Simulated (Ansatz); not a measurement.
Working through a phonon calculation by linear response of TiPbO₃, space group Pm-3m

With Ansatz 0.2.0 through its Python package.

Notebook, run cell by cell (the value of a cell's last expression is shown):

```python
from pathlib import Path

import ansatz
from ase import Atoms
import numpy as np
```

```python
atoms = Atoms(
    ["Ti", "Pb", "O", "O", "O"],
    scaled_positions=[
        [0.5, 0.5, 0.5],
        [0.0, 0.0, 0.0],
        [0.0, 0.5, 0.5],
        [0.5, 0.0, 0.5],
        [0.5, 0.5, 0.0],
    ],
    cell=[
        [3.9639, 0.0, 0.0],
        [0.0, 3.9639, 0.0],
        [0.0, 0.0, 3.9639],
    ],
    pbc=True,
)
tipbo3 = ansatz.Crystal.from_ase(atoms)

tipbo3.resolved().sites[-1]
```

    Site(symbol='O', position=(0.5, 0.5, 0.0), moment=None, axis=None, held=None, saved=None)

```python
base = (
    tipbo3.calculation()
    .functional("PBEsol", dispersion="d3bjatm")
    .occupations(ansatz.OccupationsMethod.FIXED)
    .kpoints(4, 4, 4)  # sampling of the Brillouin zone
    .phonons("dfpt")
)
out = base.run(runs_dir="runs")
ph = out.phonons
```

    DeckWarning: basis.ecutwfc = 420 eV, auto-derived from the records' recommended cutoffs: set by Ti (normal level)

```python
print("Gamma modes (1/cm):", " ".join(f"{w:.1f}" for w in ph.gamma_omega_inv_cm))
print("in meV:", " ".join(f"{w * 0.1239842:.2f}" for w in ph.gamma_omega_inv_cm))
```

    Gamma modes (1/cm): -232.5 -232.5 -232.5 0.0 0.0 0.0 62.7 62.7 62.7 210.3 210.3 210.3 449.4 449.4 449.4
    in meV: -28.82 -28.82 -28.82 0.00 0.00 0.00 7.77 7.77 7.77 26.08 26.08 26.08 55.72 55.72 55.72

Notes:
- No spin polarisation was allowed.
- The cell isn't relaxed first, so the values belong to this volume.
- A negative frequency stands for an imaginary mode.
- Of the deposited cell: it was measured well above room temperature.
- Spin-orbit coupling, which matters for elements this heavy, is left out.
- No non-analytic term is added, so at the zone centre the longitudinal optical modes of a polar crystal aren't split off.
- The structure is a deposited one; some such entries were measured under pressure or heat, so a shift against it needn't be the functional's error alone.
- Warnings are shown shortened and without file and line.
- The structure is taken as given; imaginary modes can come from an unrelaxed or unstable start.
- Hardware and time: 26 s on 1 thread of Arm Neoverse V2, with other jobs on the host, peak memory 0.57 GiB.
